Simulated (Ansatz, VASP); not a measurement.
# SiC (Moissanite 3C): VASP beside Ansatz, part 2 of 2

Aim: how closely do two programs agree when they are given the same cell, functional and k mesh? The cell is taken from a series of VASP runs on this material, whose earlier steps may have relaxed, scaled or displaced it; both programs get it as it stands.

VASP 6.6.1 and Ansatz 0.2.0.

So far. Step 4 (Comparison): Among the levels compared at these points, filled levels agree within 10 meV and empty ones within 27 meV.

**5. VASP: band structure, r2SCAN-EpsX with an exact-exchange share of 0.143**

Level of this step: r2SCAN-EpsX, exact-exchange share 1/6.992; plane waves and PAW (Si, C) (VASP).

Levels along a path test the potential and the projectors away from the mesh points.

The run reads the wave functions of an earlier VASP run, which isn't shown here.

INCAR

```
SYSTEM = SiC
PREC = Accurate
ENCUT = 460
EDIFF = 1E-06
NELM = 100
ISMEAR = 0
SIGMA = 0.03
LREAL = .FALSE.
ALGO = Normal
LHFCALC = .TRUE.
AEXX = 0.143
METAGGA = R2SCAN
LASPH = .TRUE.
NBANDS = 10
PRECFOCK = Fast
HFRCUT = -1
LORBIT = 11
LWAVE = .FALSE.
LCHARG = .FALSE.
KPAR = 4
```

POSCAR

```
SiC
1.0
    0.0000000000      2.1790000000      2.1790000000
    2.1790000000      0.0000000000      2.1790000000
    2.1790000000      2.1790000000      0.0000000000
Si C
1 1
Direct
    0.0000000000      0.0000000000      0.0000000000
    0.7500000000      0.7500000000      0.7500000000
```

KPOINTS

```
Automatic mesh
0
Gamma
6 6 6
0 0 0
```

KPOINTS_OPT

```
Line mode
10
Line-mode
Reciprocal
  0.00000000   0.00000000   0.00000000 GAMMA
  0.50000000   0.00000000   0.50000000 X

  0.50000000   0.00000000   0.50000000 X
  0.50000000   0.25000000   0.75000000 W

  0.50000000   0.25000000   0.75000000 W
  0.37500000   0.37500000   0.75000000 K

  0.37500000   0.37500000   0.75000000 K
  0.00000000   0.00000000   0.00000000 GAMMA

  0.00000000   0.00000000   0.00000000 GAMMA
  0.50000000   0.50000000   0.50000000 L

  0.50000000   0.50000000   0.50000000 L
  0.62500000   0.25000000   0.62500000 U

  0.62500000   0.25000000   0.62500000 U
  0.50000000   0.25000000   0.75000000 W

  0.50000000   0.25000000   0.75000000 W
  0.50000000   0.50000000   0.50000000 L

  0.50000000   0.50000000   0.50000000 L
  0.37500000   0.37500000   0.75000000 K

  0.62500000   0.25000000   0.62500000 U
  0.50000000   0.00000000   0.50000000 X
```

The projector-augmented-wave data sets are Si and C (PBE family, release 64).

Run with:

```console
> mpirun -np 4 vasp_std
```

Numbers of over 12 decimals in the logs are rounded to 6 here.

Log:

```text
[banner, memory and clock lines left out]
running    4 mpi-ranks, on    1 nodes
[...]
|                                                                             |
|               ----> ADVICE to this user running VASP <----                  |
|                                                                             |
|     You enforced a specific xc type in the INCAR file but a different       |
|     [... a line on the potential file left out ...]
|     I HOPE YOU KNOW WHAT YOU ARE DOING!                                     |
|                                                                             |

 LDA part: xc-table for (None), standard interpolation
 found WAVECAR, reading the header
 POSCAR, INCAR and KPOINTS ok, starting setup
[...]
HFRCUT set to (new)   10.218542
 reading WAVECAR
 the WAVECAR file was read successfully
 initial charge from wavefunction
 entering main loop
       N       E                     dE             d eps       ncg     rms          rms(c)
[...]
DAV:  10    -0.206258799506E+02    0.20151E-05   -0.21263E-07   160   0.446E-03    0.342E-02
DAV:  11    -0.206258788907E+02    0.10599E-05   -0.65791E-08   160   0.245E-03    0.194E-02
DAV:  12    -0.206258783173E+02    0.57345E-06   -0.23645E-08   160   0.149E-03
   1 F= -.20625878E+02 E0= -.20625878E+02  d E =-.934328E-27
 Start KPOINTS_OPT (optional k-point list driver)
k-point batch [1-16\100]
       N       E                     dE             ncg
DAV:   1     0.543388847443E+03   -0.33567E+04      320
DAV:   2     0.186044000117E+03   -0.35734E+03      432
DAV:   3     0.171562764990E+03   -0.14481E+02      420
DAV:   4     0.171450782522E+03   -0.11198E+00      376
DAV:   5     0.171450061222E+03   -0.72130E-03      410
DAV:   6     0.171450058922E+03   -0.22997E-05      398
DAV:   7     0.171450058910E+03   -0.12344E-07      374
[...]
k-point batch [97-100\100]
       N       E                     dE             ncg
DAV:   1     0.431889799533E+04   -0.14456E+04       96
DAV:   2     0.426794195767E+04   -0.50956E+02      104
DAV:   3     0.426703436865E+04   -0.90759E+00      118
DAV:   4     0.426702969864E+04   -0.46700E-02      104
DAV:   5     0.426702969193E+04   -0.67073E-05      104
DAV:   6     0.426702969192E+04   -0.83101E-08      120
```

OUTCAR, selected parts (step 5):

```text
 POSITION                                       TOTAL-FORCE (eV/Angst)
 -----------------------------------------------------------------------------------
      0.00000      0.00000      0.00000        -0.000000     -0.000000     -0.000000
      3.26850      3.26850      3.26850         0.000000      0.000000      0.000000
 -----------------------------------------------------------------------------------
    total drift:                                0.000000      0.000001      0.000001

  FREE ENERGIE OF THE ION-ELECTRON SYSTEM (eV)
  ---------------------------------------------------
  free  energy   TOTEN  =       -20.6258783173 eV

  energy  without entropy=      -20.6258783173  energy(sigma->0) =      -20.62587832

[... 2 parts as in an earlier step ...]

[... 1 further part left out ...]
[key lines of the parts left out:]
E-fermi :   7.6845
```

**6. Ansatz: band structure, r2SCAN-EpsX with an exact-exchange share of 0.143**

The same cell, functional, mesh and smearing now go to Ansatz, which takes its cutoff from its data sets.

The cell is taken from a series of VASP runs on this material, whose earlier steps may have relaxed, scaled or displaced it; both programs get it as it stands.

input.yaml

```yaml
crystal:
  lattice:
    - [0.0, 2.179, 2.179]
    - [2.179, 0.0, 2.179]
    - [2.179, 2.179, 0.0]
  atoms:
    - { symbol: Si, position: [0.0, 0.0, 0.0] }
    - { symbol: C, position: [0.75, 0.75, 0.75] }
hamiltonian:
  xc: { exchange: r2scan, correlation: r2scan, exx: { coeff: 0.143 } }
  pseudopotentials: { kind: paw }
kpoints:
  mp_grid: { grid: [6, 6, 6] }
  band_path:
    path:
      - [0.0, 0.0, 0.0]
      - [0.5, 0.0, 0.5]
      - [0.5, 0.22222, 0.72222]
      - [0.40278, 0.34722, 0.75]
      - [0.125, 0.125, 0.25]
      - [0.27778, 0.27778, 0.27778]
      - [0.55556, 0.38889, 0.55556]
      - [0.58333, 0.25, 0.66667]
      - [0.5, 0.30556, 0.69444]
      - [0.48611, 0.48611, 0.52778]
      - [0.625, 0.25, 0.625]
      - [0.5, 0.0, 0.5]
    npoints: 1
scf:
  occupations: { method: gaussian, width: 0.03 }
  n_extra_bands: 7
output:
  forces: true
  stress: true
  eigenvalues: true
```

Run with:

```console
> ansatz run input.yaml --threads 4 --pin off --max-ram 9216MiB --backend cpu --events-out ev --progress --plain --runs-dir out
```

Log:

```text
[...]
Crystal: 2 atoms, lattice volume = 20.692 Å³
Basis set: ecut = 500 eV, 531 PW (Γ), exchange–correlation on 96×96×96 points (64 copies of the dense FFT grid, shifted against one another)
Bands: 11, of which v1, the nominal top of the filled ones, is band 4 counted from 1 (3 counted from 0)
Symmetry: 24 space group operations
[...]
k-points: 16 of 216 (time reversal used)
[...]
P = ⅓ Tr σ = -2.0595 GPa (-20.595 kbar)
--- Band table (eV; the first three rows and the last of 16) ---
  k-point 0: bands = [-8.0989, 8.8470, 8.8470, 8.8470, 16.6659, 17.7228, 17.7228, 17.7228, ... 3 higher]
  k-point 1: bands = [-7.5179, 6.2620, 8.4874, 8.4874, 16.7505, 18.2953, 18.2953, 18.9776, ... 3 higher]
  k-point 2: bands = [-5.8828, 2.1022, 7.9205, 7.9205, 16.0609, 18.0678, 18.0678, 20.7497, ... 3 higher]
  k-point 15: bands = [-2.6286, 0.9533, 3.9487, 4.1459, 14.1939, 17.5278, 21.6098, 23.1215, ... 3 higher]
[key lines of the parts left out:]
Free energy (F): -891.187839 eV
Fermi energy:    10.117350 eV
```

Wall time 14 s (4 threads of Arm Neoverse V2, shared host); peak memory 0.69 GiB; 49 s of CPU time.

**7. Comparison**

What differs besides the data sets and the points named for the pairs above, as far as they apply: the cutoff is 500 eV in Ansatz and 460 eV in VASP. Total energies have different zeros and are not compared.

Both answers:

```tsv
quantity	Ansatz	VASP	difference
gap over the path points (eV)	2.541	2.556	-0.015
```

Levels at points of the path, from each program's valence-band top (eV; 3 filled, then empty):

```tsv
k (reciprocal lattice)	Ansatz	VASP
0.000 0.000 0.000	0.00 0.00 0.00 7.82 8.88 8.88	0.00 0.00 0.00 7.85 8.87 8.87
0.500 0.000 0.500	-8.45 -3.49 -3.49 2.54 5.72 16.38	-8.46 -3.50 -3.50 2.56 5.72 16.41
0.500 0.222 0.722	-7.64 -5.36 -4.99 6.48 10.46 11.44	-7.64 -5.36 -4.99 6.50 10.48 11.46
0.403 0.347 0.750	-7.85 -5.95 -3.08 4.70 9.49 13.33	-7.86 -5.96 -3.09 4.71 9.51 13.35
0.125 0.125 0.250	-2.95 -1.61 -0.17 8.70 8.94 9.39	-2.95 -1.61 -0.17 8.71 8.95 9.39
0.278 0.278 0.278	-5.39 -0.76 -0.76 7.41 9.45 9.45	-5.40 -0.76 -0.76 7.43 9.46 9.46
0.556 0.389 0.556	-8.79 -3.26 -1.76 6.47 9.42 10.29	-8.79 -3.26 -1.76 6.48 9.44 10.31
0.583 0.250 0.667	-7.82 -5.91 -3.35 5.01 9.57 12.93	-7.83 -5.91 -3.36 5.03 9.58 12.95
0.500 0.306 0.694	-7.72 -5.56 -4.02 6.60 10.07 11.84	-7.72 -5.56 -4.02 6.62 10.08 11.85
0.486 0.486 0.528	-9.23 -1.33 -1.20 7.06 8.61 8.86	-9.23 -1.33 -1.21 7.07 8.62 8.87
```

Among the levels compared at these points, filled levels agree within 8 meV and empty ones within 34 meV.

**8. Summary of results**

```
difference in gap over the path points (band structure, PBE0)                                              : -0.010 eV
difference in gap over the path points (band structure, r2SCAN-EpsX with an exact-exchange share of 0.143) : -0.015 eV
```

**Reading.** The difference in gap over the path points is -0.015 eV (band structure, r2SCAN-EpsX with an exact-exchange share of 0.143), within the 0.08 eV picked in this series as the mark of a large difference. Such differences can come from data sets, numerical settings and the points named under the comparisons, not from the functional's error against experiment.

[Lines on the potential files, build, host, timing and source positions are cut from VASP's logs without a mark.]

[Logs are printed without paths, hosts, clocks, repeated set-up lines and the standing remarks that a program may print on its own settings, such as how far it seeks lower states.]

[Hosts, paths, dates, database ids (printed as entryN), source tags and the programs' standing remarks are cut or masked in the printed files.]
